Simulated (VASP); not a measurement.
**Input and output of a VASP PBE single-point calculation on AlN (strained rocksalt)**

INCAR

```
ISMEAR = -1
NSW = 0
LWAVE = .FALSE.
NELM = 120
IBRION = -1
NBANDS = 11
EDIFF = 1E-7
GGA = PE
ISIF = 2
LREAL = .FALSE.
LASPH = .TRUE.
ENCUT = 520
LCHARG = .FALSE.
PREC = Accurate
SIGMA = 0.02
```

KPOINTS

```
KPOINTS created by Atomic Simulation Environment
0
Gamma
10 10 10
0 0 0
```

KPOINTS_OPT

```
special points
7
Reciprocal
0.0000000000 0.0000000000 0.0000000000 1
0.5000000000 0.0000000000 0.5000000000 1
0.6250000000 0.2500000000 0.6250000000 1
0.3750000000 0.3750000000 0.7500000000 1
0.5000000000 0.5000000000 0.5000000000 1
0.5000000000 0.2500000000 0.7500000000 1
0.0000000000 0.5000000000 0.5000000000 1
```

POSCAR

```
Al N
 1.0000000000000000
     0.0000000000000000    2.0996231902000000    2.0996231902000000
     2.0996231902000000    0.0000000000000000    2.0996231902000000
     2.0996231902000000    2.0996231902000000    0.0000000000000000
 Al  N
   1   1
Cartesian
  0.0000000000000000  0.0000000000000000  0.0000000000000000
  2.0996231902000000  2.0996231902000000  2.0996231902000000
```

VASP ran with the recommended PBE PAW datasets (8 valence electrons in the cell).

Command

```
mpirun -np 1 vasp_std
```

OSZICAR

```
N       E                     dE             d eps       ncg     rms          rms(c)
DAV:   1     0.104442129546E+02    0.10444E+02   -0.38187E+03  1058   0.607E+02
DAV:   2    -0.152996709862E+02   -0.25744E+02   -0.24844E+02  1208   0.135E+02
DAV:   3    -0.160972946317E+02   -0.79762E+00   -0.79652E+00  1273   0.223E+01
DAV:   4    -0.161005225586E+02   -0.32279E-02   -0.32277E-02  1148   0.153E+00
DAV:   5    -0.161005536122E+02   -0.31054E-04   -0.31054E-04  1237   0.146E-01    0.722E+00
DAV:   6    -0.144513736090E+02    0.16492E+01   -0.81696E+00  1136   0.144E+01    0.248E+00
DAV:   7    -0.144439817278E+02    0.73919E-02   -0.13218E-01  1127   0.286E+00    0.168E+00
DAV:   8    -0.144365078584E+02    0.74739E-02   -0.19760E-02  1070   0.122E+00    0.344E-01
DAV:   9    -0.144360702747E+02    0.43758E-03   -0.18347E-03  1172   0.247E-01    0.148E-01
DAV:  10    -0.144361383011E+02   -0.68026E-04   -0.15192E-04  1147   0.927E-02    0.345E-02
DAV:  11    -0.144361339373E+02    0.43638E-05   -0.12130E-05  1220   0.194E-02    0.848E-03
DAV:  12    -0.144361335329E+02    0.40436E-06   -0.56119E-07  1144   0.614E-03    0.115E-03
DAV:  13    -0.144361334640E+02    0.68968E-07   -0.76762E-09   610   0.624E-04
   1 F= -.14436133E+02 E0= -.14436133E+02  d E =-.394354E-12
       N       E                     dE             ncg
DAV:   1     0.681953916504E+03   -0.18733E+04      154
DAV:   2     0.499989058893E+03   -0.18196E+03      186
DAV:   3     0.493665247050E+03   -0.63238E+01      186
DAV:   4     0.493641129287E+03   -0.24118E-01      184
DAV:   5     0.493640880246E+03   -0.24904E-03      183
DAV:   6     0.493640876609E+03   -0.36369E-05      184
DAV:   7     0.493640876550E+03   -0.58803E-07      164
```

From OUTCAR

```
k-points           NKPTS =     47   k-points in BZ     NKDIM =     47   number of bands    NBANDS=     11

   NELECT =       8.0000    total number of electrons

   dimension x,y,z NGX =    24 NGY =   24 NGZ =   24
   dimension x,y,z NGXF=    48 NGYF=   48 NGZF=   48

  energy-cutoff  :      520.00
  volume of cell :       18.51
      direct lattice vectors                 reciprocal lattice vectors
     0.000000000  2.099623190  2.099623190    -0.238137968  0.238137968  0.238137968
     2.099623190  0.000000000  2.099623190     0.238137968 -0.238137968  0.238137968
     2.099623190  2.099623190  0.000000000     0.238137968  0.238137968 -0.238137968

 k-points in reciprocal lattice and weights: KPOINTS created by Atomic Simulation Env
   0.00000000  0.00000000  0.00000000       0.001
   0.10000000  0.00000000  0.00000000       0.008
   0.20000000  0.00000000  0.00000000       0.008
   0.30000000  0.00000000  0.00000000       0.008
   0.40000000  0.00000000  0.00000000       0.008
   0.50000000  0.00000000  0.00000000       0.004
   0.10000000  0.10000000  0.00000000       0.006
   0.20000000  0.10000000  0.00000000       0.024
   ...

 E-fermi :   9.0145

 k-point     1 :       0.0000    0.0000    0.0000
  band No.  band energies     occupation
      1      -8.0099      2.00000
      2       8.5586      2.00000
      3       8.5586      2.00000
      4       8.5586      2.00000
      5      12.6910      0.00000
      6      20.3520      0.00000
      7      20.3520      0.00000
      8      20.3520      0.00000
      9      25.1972      0.00000
     10      25.5234      0.00000
     11      25.5237      0.00000

 k-point     2 :       0.1000    0.0000    0.0000
  band No.  band energies     occupation
      1      -7.8264      2.00000
      2       7.5329      2.00000
      3       8.4594      2.00000
      4       8.4594      2.00000
      5      13.4033      0.00000
      6      19.4349      0.00000
      7      20.5853      0.00000
      8      20.5853      0.00000
      9      23.6178      0.00000
     10      23.6178      0.00000
     11      25.2118      0.00000

 k-point     3 :       0.2000    0.0000    0.0000
  band No.  band energies     occupation
      1      -7.2953      2.00000
      2       5.5225      2.00000
      3       8.2175      2.00000
      4       8.2175      2.00000
      5      14.2873      0.00000
      6      18.6678      0.00000
      7      20.4775      0.00000
      8      20.4775      0.00000
      9      23.2464      0.00000
     10      23.2464      0.00000
     11      24.5228      0.00000

 k-point     4 :       0.3000    0.0000    0.0000
  band No.  band energies     occupation
      1      -6.4910      2.00000
      2       3.4113      2.00000
      3       7.9478      2.00000
      4       7.9478      2.00000
      5      14.3617      0.00000
      6      19.1156      0.00000
      7      19.5919      0.00000
      8      19.5919      0.00000
      9      23.8493      0.00000
     10      24.7436      0.00000
     11      24.7436      0.00000

 k-point     5 :       0.4000    0.0000    0.0000
  band No.  band energies     occupation
      1      -5.6207      2.00000
      2       1.6791      2.00000
      3       7.7489      2.00000
      4       7.7489      2.00000
      5      14.1099      0.00000
      6      18.9055      0.00000
      7      18.9055      0.00000
      8      19.8833      0.00000
      9      23.5325      0.00000
     10      26.7876      0.00000
     11      26.7876      0.00000

 k-point     6 :       0.5000    0.0000    0.0000
  band No.  band energies     occupation
      1      -5.1863      2.00000
      2       0.9459      2.00000
      3       7.6767      2.00000
      4       7.6767      2.00000
      5      13.9955      0.00000
      6      18.6648      0.00000
      7      18.6648      0.00000
      8      20.1739      0.00000
      9      23.5148      0.00000
     10      27.9752      0.00000
     11      27.9752      0.00000

 k-point     7 :       0.1000    0.1000    0.0000
  band No.  band energies     occupation
      1      -7.7657      2.00000
      2       7.5788      2.00000
      3       8.2370      2.00000
      4       8.2370      2.00000
      5      13.6724      0.00000
      6      18.9345      0.00000
      7      20.7996      0.00000
      8      20.7996      0.00000
      9      21.8717      0.00000
     10      25.8211      0.00000
     11      26.1742      0.00000

 k-point     8 :       0.2000    0.1000    0.0000
  band No.  band energies     occupation
      1      -7.3515      2.00000
      2       6.0893      2.00000
      3       7.9126      2.00000
      4       8.0309      2.00000
      5      14.5779      0.00000
      6      18.0567      0.00000
      7      19.9835      0.00000
      8      21.0634      0.00000
      9      21.7747      0.00000
     10      24.9847      0.00000
     11      26.0430      0.00000

 k-point     9 :       0.3000    0.1000    0.0000
  band No.  band energies     occupation
      1      -6.6367      2.00000
      2       4.1223      2.00000
      3       7.6242      2.00000
      4       7.6889      2.00000
      5      14.9699      0.00000
      6      18.2606      0.00000
      7      18.7422      0.00000
      8      20.5209      0.00000
      9      23.0318      0.00000
     10      25.5899      0.00000
     11      25.7670      0.00000

 k-point    10 :       0.4000    0.1000    0.0000
  band No.  band energies     occupation
      1      -5.7705      2.00000
      2       2.3053      2.00000
      3       7.2937      2.00000
      4       7.4665      2.00000
      5      14.8010      0.00000
      6      17.8619      0.00000
      7      19.4721      0.00000
      8      19.7022      0.00000
      9      24.1120      0.00000
     10      25.8020      0.00000
     11      27.4297      0.00000

 k-point    11 :       0.5000    0.1000    0.0000
  band No.  band energies     occupation
      1      -5.1379      2.00000
      2       1.2101      2.00000
      3       6.9889      2.00000
      4       7.4799      2.00000
      5      14.6779      0.00000
      6      17.5780      0.00000
      7      19.1494      0.00000
      8      20.2646      0.00000
      9      24.5213      0.00000
     10      26.8707      0.00000
     11      28.2226      0.00000

 k-point    12 :      -0.4000    0.1000    0.0000
  band No.  band energies     occupation
      1      -5.2858      2.00000
      2       1.4549      2.00000
      3       6.8603      2.00000
      4       7.6573      2.00000
      5      14.7526      0.00000
      6      17.8022      0.00000
      7      19.0239      0.00000
      8      20.1113      0.00000
      9      24.7587      0.00000
     10      26.6594      0.00000
     11      27.4203      0.00000

 k-point    13 :      -0.3000    0.1000    0.0000
  band No.  band energies     occupation
      1      -6.0605      2.00000
      2       2.8681      2.00000
      3       6.9515      2.00000
      4       7.9489      2.00000
      5      14.9748      0.00000
      6      18.4979      0.00000
      7      19.1742      0.00000
      8      19.3850      0.00000
      9      24.3519      0.00000
     10      25.0944      0.00000
     11      26.6147      0.00000

 k-point    14 :      -0.2000    0.1000    0.0000
  band No.  band energies     occupation
      1      -6.9029      2.00000
      2       4.7646      2.00000
      3       7.2791      2.00000
      4       8.2610      2.00000
      5      14.9880      0.00000
      6      18.3106      0.00000
      7      19.5466      0.00000
      8      20.2552      0.00000
      9      22.3938      0.00000
     10      25.0945      0.00000
     11      25.7099      0.00000

 k-point    15 :      -0.1000    0.1000    0.0000
  band No.  band energies     occupation
      1      -7.5272      2.00000
      2       6.5271      2.00000
      3       7.8557      2.00000
      4       8.4669      2.00000
      5      14.2111      0.00000
      6      18.6139      0.00000
      7      20.4897      0.00000
      8      21.0175      0.00000
      9      21.7493      0.00000
     10      24.0579      0.00000
     11      25.9547      0.00000

 k-point    16 :       0.2000    0.2000    0.0000
  band No.  band energies     occupation
      1      -7.0641      2.00000
      2       5.8113      2.00000
      3       7.5055      2.00000
      4       7.5055      2.00000
      5      15.0729      0.00000
      6      16.9002      0.00000
      7      18.9907      0.00000
      8      21.7975      0.00000
      9      21.7975      0.00000
     10      26.6945      0.00000
     11      28.0606      0.00000

 ...

  Total       -2.2720333     -2.2720333     -2.2720333     -0.0000000     -0.0000000      0.0000000
  in kB     -196.6396954   -196.6396954   -196.6396954     -0.0000000     -0.0000000      0.0000000
  external PRESSURE =    -196.6396954 kB  Pullay stress =       0.0000000 kB

 POSITION                                       TOTAL-FORCE (eV/Angst)
 -----------------------------------------------------------------------------------
      0.00000      0.00000      0.00000         0.000000      0.000000      0.000000
      2.09962      2.09962      2.09962        -0.000000      0.000000     -0.000000
 -----------------------------------------------------------------------------------
    total drift:                               -0.000000     -0.000000      0.000000

  FREE ENERGIE OF THE ION-ELECTRON SYSTEM (eV)
  ---------------------------------------------------
  free  energy   TOTEN  =       -14.4361334640 eV

  energy  without entropy=      -14.4361334640  energy(sigma->0) =      -14.43613346
```

- gap between bands v and c: 3.56 eV
- least direct gap: 4.13 eV
- pressure: -19.7 GPa

Band v is the last that the valence electrons fill when counted band by band, and c is the next.

The run took about 5.6 s on one core of a shared host (Intel Xeon Platinum 8488C) and held 0.13 GiB at most.
